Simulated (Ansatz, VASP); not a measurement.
## Ni: VASP beside Ansatz

```
Ni
1.0
    -1.13501    1.13501    1.13501
     1.13501   -1.13501    1.13501
     1.13501    1.13501   -1.13501
Ni
1
Direct
  0.00000 0.00000 0.00000
```

Change from the starting cell: volume scaled by 0.58, LAPW.

Alike in both runs: task single point; functional LDA; k mesh 22 × 22 × 22; occupations fermi-dirac, width 0.1 eV; collinear spin.

```csv
,VASP,Ansatz
version,VASP 6.6.1,Ansatz 0.2.0
potentials or method,"VASP PAW LDA potentials, release 64 (Ni), cutoff 520 eV","all-electron LAPW, scalar-relativistic"
```

```tsv
	VASP	Ansatz	Ansatz less VASP
pressure (GPa)	492.0	491.4	-0.58
net moment per atom (μB)	0.00	0.00	0.000
```

Ansatz ran all-electron here, so the differences hold the error of VASP's frozen core and of both bases. Ansatz warned: «seeded_moment_not_kept».

Caveats: the cell as given lies far from equilibrium; so large a pressure means that the cell lies far from this level's equilibrium, or that cutoff or potentials fall short (VASP).
